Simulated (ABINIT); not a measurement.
## ZrO2: equation of state with PBE+D3(BJ)

ZrO2:

```
Zr O
1.0
     0.00000    2.54507    2.54507
     2.54507    0.00000    2.54507
     2.54507    2.54507    0.00000
Zr O
1 2
Direct
  0.00000 0.00000 0.00000
  0.75000 0.75000 0.75000
  0.25000 0.25000 0.25000
```

Measurements of this composition are mostly on another form, of space group No. 14.

* Program: ABINIT 10.8.3 (patched build)
* Task: equation of state
* Functional: PBE
* Dispersion: D3(BJ)
* Potentials or basis: JTH PAW PBE v2.0
* Cutoff: 626 eV
* k mesh: 9 × 9 × 9
* Occupations: fermi-dirac, width 0.05 eV
* Spin: no spin polarisation

| Quantity | Value |
| --- | --- |
| Equilibrium volume | 10.96 Å³/atom |
| Bulk modulus | 244 GPa |
| Pressure derivative of the bulk modulus | 4.2 |

Energy against volume, from the lowest point:
| volume (Å³/atom) | energy (meV/atom) |
| --- | --- |
| 10.331 | 30.53 |
| 10.551 | 12.48 |
| 10.770 | 2.56 |
| 10.990 | 0.00 |
| 11.210 | 4.08 |
| 11.430 | 14.13 |
| 11.650 | 29.53 |

Wall time 2.6 min on 1 thread of Arm Neoverse V1, with other jobs on the host, peak memory 0.16 GiB.

Caveat: pressures at fixed basis lie under the slope of the energies.
